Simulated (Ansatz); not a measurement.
The system is Ta2C.

```
Ta C
1.0
     3.10590    0.00000    0.00000
    -1.55295    2.68979    0.00000
     0.00000    0.00000    4.94640
Ta C
2 1
Direct
  0.66667 0.33333 0.74799
  0.33333 0.66667 0.25201
  0.00000 0.00000 0.00000
```

Base run:

```yaml
Program: Ansatz 0.2.0
Functional: r2SCAN
Potentials_or_basis: Ansatz PAW
Cutoff: "500 eV (not typed: the program's choice for these potentials)"
k_mesh: 10 × 10 × 6
Occupations: fermi-dirac, width 0.05 eV
Spin: no spin polarisation
```

Its results: band gap on the k mesh none (metal or under the smearing width); pressure 1.1 GPa; largest force 0.248 eV/Å.

**Question.** The run is repeated on the same cell with these changes: functional from r2SCAN to LDA; cutoff from 500 eV (not typed: the program's choice for these potentials) to 420 eV (not typed: the program's choice for these potentials). What comes out?

**Answer.** Band gap on the k mesh none (metal or under the smearing width); pressure -8.3 GPa; largest force 0.134 eV/Å.

Caveats: spin-orbit coupling is left out, which moves the levels of the heavy elements; the PAW data sets come from PBE, with cores solved anew for the run's functional, which leaves a small shift of forces and pressure.
